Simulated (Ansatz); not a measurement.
# Copper, hcp under PBEsol: ground state and equation of state, part 1 of 2

Aim: take copper in the hcp structure, relax it, solve it on a dense k-mesh, then scale the cell to 7 volumes from 88 to 112 % of the relaxed one and try a fit of the equation of state. Spin polarisation is left out. The k-meshes are 14×14×8 for the relaxation; 23×23×13 for the dense run; 16×16×9 for the volumes.

This is Cu in the hcp structure; at room conditions it is fcc.

Program: Ansatz 0.2.0. Level of theory: DFT PBEsol, plane waves (420 eV) with PAW, scalar-relativistic; PAW files made under PBE, frozen cores solved again for the functional. These are calculated values, not measurements.

### Step 1. Starting point

Symmetry: P6_3/mmc, No. 194, hexagonal system. Conventional cell: a = 2.556 Å, b = 2.556 Å, c = 4.174 Å, α = 90.00°, β = 90.00°, γ = 120.00°. Cu (site symmetry -6m2) is surrounded by 12 Cu at 2.56 Å.

Coordinates:

```
Cu
1.0
     2.55616    0.00000    0.00000
    -1.27808    2.21370    0.00000
     0.00000    0.00000    4.17421
Cu
2
Direct
  0.33333 0.66667 0.25000
  0.66667 0.33333 0.75000
```

### Step 2. Geometry optimisation

input.yaml reads:

```yaml
crystal:
  lattice:
    - [2.5561591618, 0.0, 0.0]
    - [-1.2780795809, 2.2136987702, 0.0]
    - [0.0, 0.0, 4.1742079112]
  atoms:
    - { symbol: Cu, position: [0.3333333333, 0.6666666667, 0.25] }
    - { symbol: Cu, position: [0.6666666667, 0.3333333333, 0.75] }
hamiltonian:
  xc: pbesol
  pseudopotentials:
    kind: paw
    azcp:
      Cu: "pseudopotentials/Cu.paw.azcp"
basis:
  ecutwfc: 420
  fft_grid_basis: typed
kpoints:
  mp_grid: { grid: [14, 14, 8], shift: [0, 0, 0] }
magnetization:
  spin_polarized: false
scf:
  occupations: { method: fermi_dirac, width: 0.1 }
relax:
  max_steps: 60
  f_tol: 0.01
  cell: {}
output:
  write_density: true
  write_potential: true
  elf: true
  volumetric_format: npy
```

Log, cut to the lines that bear on the results:

```text
Warning: <dir> the record states the generating functional pbe (its physics header spells it `PBE`), which answers neither for hamiltonian.xc's functional nor for the pbesol family's — results may be inconsistent (PPs are generated against a specific XC)
Warning: RAYON_NUM_THREADS=2 ignored (pool sized by the plan → 2); use --threads N
[...]
Pseudopotentials: kind: paw
Pseudopotential: Cu, paw, valence charge 19, recommended cutoff 420 eV (normal), <dir>
Functional definition: PBEsol
[...]
Crystal: 2 atoms, lattice volume = 23.620 Å³
Basis set: ecut = 420 eV, 463 PW (Γ), exchange–correlation on 36×36×60 points (8 copies of the dense FFT grid, shifted against one another)
Bands: 23, of which v1, the nominal top of the filled ones, is band 19 counted from 1 (18 counted from 0)
Symmetry: 24 space group operations
Space group: P63/mmc (ITA 194), of the structure as read, at distance tolerance 2.9e-5 Å
k-points: 120 of 1568
[...]
SCF iter   1: F=—  HF=-13177.527607 eV  |F-HF|=—  |Δ(HF+E_count)|=         —  Δρ=2.21e-2  dr2=6.06e-2  ethr=1.77e-3  ⟨swp⟩=4.8  Hψ=10096  notcnv=0
[...]
relax step   1: F+E_penalty+E_count = -13177.51420975 eV  Δ(F+E_penalty+E_count) = +0.000e0 eV  max|allowed force component| = 4.626e-18 eV/Å  Δτ_max = 0.0000 Å  P = -6.214 GPa  Ω = 23.620 Å³  (6 SCF iters, dr2 threshold 1.00e-7 eV, accepted)
[...]
relax step   4: F+E_penalty+E_count = -13177.53446912 eV  Δ(F+E_penalty+E_count) = -8.801e-6 eV  max|allowed force component| = 3.238e-17 eV/Å  Δτ_max = 0.0000 Å  P = -0.011 GPa  Ω = 22.657 Å³  energy of the carried Pulay correction = +6.733e-4 eV  (6 SCF iters, dr2 threshold 2.00e-7 eV, accepted)
[...]
relax step   5: F+E_penalty+E_count = -13177.53367505 eV  Δ(F+E_penalty+E_count) = +7.941e-4 eV  max|allowed force component| = 2.313e-17 eV/Å  Δτ_max = 0.0000 Å  P = +0.026 GPa  Ω = 22.657 Å³  stress off target by 4.31e-2 GPa  SCF on the basis re-selected at this cell (its energy is not [...]
SCF converged after 6 iterations
Free energy (F): -13177.533675 eV
[...]
E sigma→0 (E₀):  -13177.520210 eV
Entropy (-TS):   -0.026930 eV (-13.465 meV/atom)
Fermi energy:    17.426019 eV
[...]
--- Forces (eV/Å), atoms counted from 1 ---
  atom   1  Cu     0.00000000    -0.00000000    -0.00000000
  atom   2  Cu    -0.00000000     0.00000000     0.00000000
[...]
--- Stress (GPa, compression-positive) ---
        0.017417      -0.000000       0.000000
        0.000000       0.017417      -0.000000
        0.000000      -0.000000       0.043092
  P = ⅓ Tr σ = 0.0260 GPa (0.260 kbar)
--- Band table (eV; the first three rows and the last of 120) ---
[... band rows left out ...]
[...]
--- Relaxed structure (4 steps of the walk, 4 accepted, 1 SCFs on fresh bases) ---
  F+E_penalty+E_count = -13177.53367505 eV   max|allowed force component| = 2.313e-17 eV/Å   (the final SCF, on the basis selected at the relaxed cell)
  cell:  # Å, volume = 22.6568 Å³
    - [2.5185716007257075, 6.863224494839115e-34, -4.57548299655941e-34]
    - [-1.2592858003628538, 2.1811469874785008, -1.091190526921487e-18]
    - [-7.471763733406089e-34, -2.057577205797744e-18, 4.124390351153593]
  atoms:
    - { symbol: Cu, position: [0.3333333333333333, 0.6666666666666666, 0.25] }
    - { symbol: Cu, position: [0.6666666666666665, 0.3333333333333333, 0.7499999999999999] }
```

Wall time 4.3 s (2 threads of Intel Xeon 6975P-C (Granite Rapids), shared host); peak memory 0.38 GiB.

Relaxation path:

```
step  energy change (meV/atom)  largest force (eV/Å)  pressure (GPa)  volume (Å³/atom)
   1                      0.00                0.0000           -6.21            11.810
   2                     -7.67                0.0000           -3.14            11.556
   3                    -10.13                0.0000            0.30            11.307
   4                    -10.13                0.0000           -0.01            11.328
   5                     -9.73                0.0000            0.03            11.328
```

Steps that repeat a cell are solved on a basis chosen anew, so their changes of energy are no gain of the relaxation.

Changes in the cell that was computed:

|  | before | after | change |
| --- | --- | --- | --- |
| a (Å) | 2.556 | 2.519 | -1.5 % |
| b (Å) | 2.556 | 2.519 | -1.5 % |
| c (Å) | 4.174 | 4.124 | -1.2 % |
| volume (Å³/atom) | 11.810 | 11.328 | -4.1 % |
| shortest distance (Å) | 2.556 | 2.519 | -1.5 % |
| space group (spins left aside) | P6_3/mmc | P6_3/mmc | same |

### Step 3. Dense single point

input.yaml reads:

```yaml
crystal:
  lattice:
    - [2.5185716007, 0.0, 0.0]
    - [-1.2592858004, 2.1811469875, 0.0]
    - [0.0, 0.0, 4.1243903512]
  atoms:
    - { symbol: Cu, position: [0.3333333333, 0.6666666667, 0.25] }
    - { symbol: Cu, position: [0.6666666667, 0.3333333333, 0.75] }
hamiltonian:
  xc: pbesol
  pseudopotentials:
    kind: paw
    azcp:
      Cu: "pseudopotentials/Cu.paw.azcp"
basis:
  ecutwfc: 420
  fft_grid_basis: typed
kpoints:
  mp_grid: { grid: [23, 23, 13], shift: [0, 0, 0] }
magnetization:
  spin_polarized: false
scf:
  occupations: { method: fermi_dirac, width: 0.1 }
```

Log, cut to the lines that bear on the results:

```text
Warning: <dir> the record states the generating functional pbe (its physics header spells it `PBE`), which answers neither for hamiltonian.xc's functional nor for the pbesol family's — results may be inconsistent (PPs are generated against a specific XC)
Warning: RAYON_NUM_THREADS=2 ignored (pool sized by the plan → 2); use --threads N
[...]
[... 3 set-up lines as earlier in the session ...]
[...]
Crystal: 2 atoms, lattice volume = 22.657 Å³
Basis set: ecut = 420 eV, 451 PW (Γ)
Bands: 23, of which v1, the nominal top of the filled ones, is band 19 counted from 1 (18 counted from 0)
[... 1 set-up line as earlier in the session ...]
Space group: P63/mmc (ITA 194), of the structure as read, at distance tolerance 2.8e-5 Å
k-points: 392 of 6877
[...]
SCF iter   1: F=—  HF=-13177.551696 eV  |F-HF|=—  |Δ(HF+E_count)|=         —  Δρ=2.23e-2  dr2=5.84e-2  ethr=1.77e-3  ⟨swp⟩=4.9  Hψ=33076  notcnv=0
[...]
SCF iter   6: F=-13177.538472 eV  HF=-13177.538472 eV  |F-HF|=1.64e-11  |Δ(HF+E_count)|=   1.19e-8  Δρ=5.99e-7  dr2=3.53e-11  ethr=1.25e-11  ⟨swp⟩=1.0  Hψ=27102  notcnv=0
[...]
SCF converged after 6 iterations
Free energy (F): -13177.538472 eV
[...]
E sigma→0 (E₀):  -13177.527399 eV
Entropy (-TS):   -0.022145 eV (-11.073 meV/atom)
Fermi energy:    17.503585 eV
[...]
```

It took 2 s on 2 threads of Intel Xeon 6975P-C (Granite Rapids), shared host; peak memory 0.44 GiB.

### Step 4. At 88 % of the relaxed volume

input.yaml reads:

```yaml
crystal:
  lattice:
    - [2.4135067958, 0.0, 0.0]
    - [-1.2067533979, 2.0901581974, 0.0]
    - [0.0, 0.0, 3.9523371654]
  atoms:
    - { symbol: Cu, position: [0.3333333333, 0.6666666667, 0.25] }
    - { symbol: Cu, position: [0.6666666667, 0.3333333333, 0.75] }
hamiltonian:
  xc: pbesol
  pseudopotentials:
    kind: paw
    azcp:
      Cu: "pseudopotentials/Cu.paw.azcp"
basis:
  ecutwfc: 420
  fft_grid_basis: typed
kpoints:
  mp_grid: { grid: [16, 16, 9], shift: [0, 0, 0] }
magnetization:
  spin_polarized: false
scf:
  occupations: { method: fermi_dirac, width: 0.1 }
  lower_state_search: "off"
output:
  stress: true
```

Log, cut to the lines that bear on the results:

```text
Warning: <dir> the record states the generating functional pbe (its physics header spells it `PBE`), which answers neither for hamiltonian.xc's functional nor for the pbesol family's — results may be inconsistent (PPs are generated against a specific XC)
Warning: RAYON_NUM_THREADS=2 ignored (pool sized by the plan → 2); use --threads N
[...]
[... 3 set-up lines as earlier in the session ...]
[...]
Crystal: 2 atoms, lattice volume = 19.938 Å³
Basis set: ecut = 420 eV, 379 PW (Γ)
Bands: 23, of which v1, the nominal top of the filled ones, is band 19 counted from 1 (18 counted from 0)
[... 1 set-up line as earlier in the session ...]
Space group: P63/mmc (ITA 194), of the structure as read, at distance tolerance 2.7e-5 Å
k-points: 150 of 2304
[...]
SCF iter   1: F=—  HF=-13177.330363 eV  |F-HF|=—  |Δ(HF+E_count)|=         —  Δρ=2.25e-2  dr2=5.05e-2  ethr=1.77e-3  ⟨swp⟩=5.6  Hψ=13184  notcnv=0
[...]
SCF iter   6: F=-13177.318819 eV  HF=-13177.318819 eV  |F-HF|=2.91e-11  |Δ(HF+E_count)|=   5.44e-9  Δρ=3.47e-7  dr2=1.32e-11  ethr=3.02e-11  ⟨swp⟩=4.0  Hψ=11892  notcnv=0
[...]
SCF converged after 6 iterations
Free energy (F): -13177.318819 eV
[...]
E sigma→0 (E₀):  -13177.308459 eV
Entropy (-TS):   -0.020721 eV (-10.360 meV/atom)
Fermi energy:    20.549967 eV
[...]
--- Stress (GPa, compression-positive) ---
       29.354689       0.000000       0.000000
        0.000000      29.354689       0.000000
        0.000000       0.000000      29.154633
  P = ⅓ Tr σ = 29.2880 GPa (292.880 kbar)
```

Run time: 0.94 s. Hardware: 2 threads of Intel Xeon 6975P-C (Granite Rapids), shared host; peak memory 0.36 GiB.

### Step 5. At 92 % of the relaxed volume

input.yaml: that of step 4 with these lines changed.

```diff
@@ -2,5 +2,5 @@
   lattice:
-    - [2.4135067958, 0.0, 0.0]
-    - [-1.2067533979, 2.0901581974, 0.0]
-    - [0.0, 0.0, 3.9523371654]
+    - [2.4495345969, 0.0, 0.0]
+    - [-1.2247672984, 2.1213591884, 0.0]
+    - [0.0, 0.0, 4.0113359705]
   atoms:
```

Log, cut to the lines that bear on the results:

```text
Warning: <dir> the record states the generating functional pbe (its physics header spells it `PBE`), which answers neither for hamiltonian.xc's functional nor for the pbesol family's — results may be inconsistent (PPs are generated against a specific XC)
Warning: RAYON_NUM_THREADS=2 ignored (pool sized by the plan → 2); use --threads N
[...]
[... 3 set-up lines as earlier in the session ...]
[...]
Crystal: 2 atoms, lattice volume = 20.844 Å³
Basis set: ecut = 420 eV, 391 PW (Γ)
Bands: 23, of which v1, the nominal top of the filled ones, is band 19 counted from 1 (18 counted from 0)
[... 2 set-up lines as earlier in the session ...]
k-points: 150 of 2304
[...]
SCF iter   1: F=—  HF=-13177.460832 eV  |F-HF|=—  |Δ(HF+E_count)|=         —  Δρ=2.24e-2  dr2=5.28e-2  ethr=1.77e-3  ⟨swp⟩=5.5  Hψ=12950  notcnv=0
[...]
SCF iter   6: F=-13177.448641 eV  HF=-13177.448641 eV  |F-HF|=1.46e-11  |Δ(HF+E_count)|=   8.19e-9  Δρ=3.45e-7  dr2=1.75e-11  ethr=3.56e-11  ⟨swp⟩=1.9  Hψ=11354  notcnv=0
[...]
SCF converged after 6 iterations
Free energy (F): -13177.448641 eV
[...]
E sigma→0 (E₀):  -13177.438117 eV
Entropy (-TS):   -0.021049 eV (-10.525 meV/atom)
Fermi energy:    19.430594 eV
[...]
--- Stress (GPa, compression-positive) ---
       17.176561      -0.000000      -0.000000
       -0.000000      17.176561      -0.000000
       -0.000000      -0.000000      16.961349
  P = ⅓ Tr σ = 17.1048 GPa (171.048 kbar)
```

Wall time 0.97 s (2 threads of Intel Xeon 6975P-C (Granite Rapids), shared host); peak memory 0.36 GiB.

### Step 6. At 96 % of the relaxed volume

input.yaml: that of step 5 with these lines changed.

```diff
@@ -2,5 +2,5 @@
   lattice:
-    - [2.4495345969, 0.0, 0.0]
-    - [-1.2247672984, 2.1213591884, 0.0]
-    - [0.0, 0.0, 4.0113359705]
+    - [2.4845326767, 0.0, 0.0]
+    - [-1.2422663384, 2.1516684146, 0.0]
+    - [0.0, 0.0, 4.0686485133]
   atoms:
```

Log, cut to the lines that bear on the results:

```text
Warning: <dir> the record states the generating functional pbe (its physics header spells it `PBE`), which answers neither for hamiltonian.xc's functional nor for the pbesol family's — results may be inconsistent (PPs are generated against a specific XC)
Warning: RAYON_NUM_THREADS=2 ignored (pool sized by the plan → 2); use --threads N
[...]
[... 3 set-up lines as earlier in the session ...]
[...]
Crystal: 2 atoms, lattice volume = 21.751 Å³
Basis set: ecut = 420 eV, 391 PW (Γ)
Bands: 23, of which v1, the nominal top of the filled ones, is band 19 counted from 1 (18 counted from 0)
[... 2 set-up lines as earlier in the session ...]
k-points: 150 of 2304
[...]
SCF iter   1: F=—  HF=-13177.529788 eV  |F-HF|=—  |Δ(HF+E_count)|=         —  Δρ=2.22e-2  dr2=5.47e-2  ethr=1.77e-3  ⟨swp⟩=5.2  Hψ=12802  notcnv=0
[...]
SCF iter   6: F=-13177.517229 eV  HF=-13177.517229 eV  |F-HF|=9.09e-12  |Δ(HF+E_count)|=   9.78e-9  Δρ=3.78e-7  dr2=1.68e-11  ethr=1.46e-11  ⟨swp⟩=1.8  Hψ=10955  notcnv=0
[...]
SCF converged after 6 iterations
Free energy (F): -13177.517229 eV
[...]
E sigma→0 (E₀):  -13177.506533 eV
Entropy (-TS):   -0.021392 eV (-10.696 meV/atom)
Fermi energy:    18.407339 eV
[...]
--- Stress (GPa, compression-positive) ---
        7.598792      -0.000000      -0.000000
       -0.000000       7.598792      -0.000000
       -0.000000      -0.000000       7.388077
  P = ⅓ Tr σ = 7.5286 GPa (75.286 kbar)
```

Wall time 1 s (2 threads of Intel Xeon 6975P-C (Granite Rapids), shared host); peak memory 0.36 GiB.

### Step 7. At 100 % of the relaxed volume

input.yaml: that of step 6 with these lines changed.

```diff
@@ -2,5 +2,5 @@
   lattice:
-    - [2.4845326767, 0.0, 0.0]
-    - [-1.2422663384, 2.1516684146, 0.0]
-    - [0.0, 0.0, 4.0686485133]
+    - [2.5185716007, 0.0, 0.0]
+    - [-1.2592858004, 2.1811469875, 0.0]
+    - [0.0, 0.0, 4.1243903512]
   atoms:
```

Log, cut to the lines that bear on the results:

```text
Warning: <dir> the record states the generating functional pbe (its physics header spells it `PBE`), which answers neither for hamiltonian.xc's functional nor for the pbesol family's — results may be inconsistent (PPs are generated against a specific XC)
Warning: RAYON_NUM_THREADS=2 ignored (pool sized by the plan → 2); use --threads N
[...]
[... 3 set-up lines as earlier in the session ...]
[...]
Crystal: 2 atoms, lattice volume = 22.657 Å³
Basis set: ecut = 420 eV, 451 PW (Γ)
Bands: 23, of which v1, the nominal top of the filled ones, is band 19 counted from 1 (18 counted from 0)
[... 2 set-up lines as earlier in the session ...]
k-points: 150 of 2304
[...]
SCF iter   1: F=—  HF=-13177.550461 eV  |F-HF|=—  |Δ(HF+E_count)|=         —  Δρ=2.20e-2  dr2=5.66e-2  ethr=1.77e-3  ⟨swp⟩=4.9  Hψ=12670  notcnv=0
[...]
SCF iter   6: F=-13177.537654 eV  HF=-13177.537654 eV  |F-HF|=1.82e-11  |Δ(HF+E_count)|=   1.02e-8  Δρ=5.67e-7  dr2=3.11e-11  ethr=1.06e-11  ⟨swp⟩=1.7  Hψ=10935  notcnv=0
[...]
SCF converged after 6 iterations
Free energy (F): -13177.537654 eV
[...]
E sigma→0 (E₀):  -13177.526769 eV
Entropy (-TS):   -0.021771 eV (-10.885 meV/atom)
Fermi energy:    17.468565 eV
[...]
--- Stress (GPa, compression-positive) ---
        0.055979      -0.000000       0.000000
       -0.000000       0.055979       0.000000
        0.000000       0.000000      -0.133490
  P = ⅓ Tr σ = -0.0072 GPa (-0.072 kbar)
```

It took 0.95 s on 2 threads of Intel Xeon 6975P-C (Granite Rapids), shared host; peak memory 0.36 GiB.

### Step 8. At 104 % of the relaxed volume

input.yaml: that of step 7 with these lines changed.

```diff
@@ -2,5 +2,5 @@
   lattice:
-    - [2.5185716007, 0.0, 0.0]
-    - [-1.2592858004, 2.1811469875, 0.0]
-    - [0.0, 0.0, 4.1243903512]
+    - [2.5517145015, 0.0, 0.0]
+    - [-1.2758572507, 2.2098495815, 0.0]
+    - [0.0, 0.0, 4.1786648693]
   atoms:
```

Log, cut to the lines that bear on the results:

```text
Warning: <dir> the record states the generating functional pbe (its physics header spells it `PBE`), which answers neither for hamiltonian.xc's functional nor for the pbesol family's — results may be inconsistent (PPs are generated against a specific XC)
Warning: RAYON_NUM_THREADS=2 ignored (pool sized by the plan → 2); use --threads N
[...]
[... 3 set-up lines as earlier in the session ...]
[...]
Crystal: 2 atoms, lattice volume = 23.563 Å³
Basis set: ecut = 420 eV, 463 PW (Γ)
Bands: 23, of which v1, the nominal top of the filled ones, is band 19 counted from 1 (18 counted from 0)
[... 2 set-up lines as earlier in the session ...]
k-points: 150 of 2304
[...]
SCF iter   1: F=—  HF=-13177.533208 eV  |F-HF|=—  |Δ(HF+E_count)|=         —  Δρ=2.18e-2  dr2=5.83e-2  ethr=1.77e-3  ⟨swp⟩=4.8  Hψ=12603  notcnv=0
[...]
SCF iter   6: F=-13177.520174 eV  HF=-13177.520174 eV  |F-HF|=7.28e-12  |Δ(HF+E_count)|=   6.49e-9  Δρ=5.37e-7  dr2=2.57e-11  ethr=9.98e-12  ⟨swp⟩=1.8  Hψ=11226  notcnv=0
[...]
SCF converged after 6 iterations
Free energy (F): -13177.520174 eV
[...]
E sigma→0 (E₀):  -13177.509082 eV
Entropy (-TS):   -0.022184 eV (-11.092 meV/atom)
Fermi energy:    16.604598 eV
[...]
--- Stress (GPa, compression-positive) ---
       -5.879321      -0.000000       0.000000
       -0.000000      -5.879321       0.000000
        0.000000       0.000000      -6.039081
  P = ⅓ Tr σ = -5.9326 GPa (-59.326 kbar)
```

Run time: 0.96 s. Hardware: 2 threads of Intel Xeon 6975P-C (Granite Rapids), shared host; peak memory 0.36 GiB.

(Continued in part 2 of 2.)
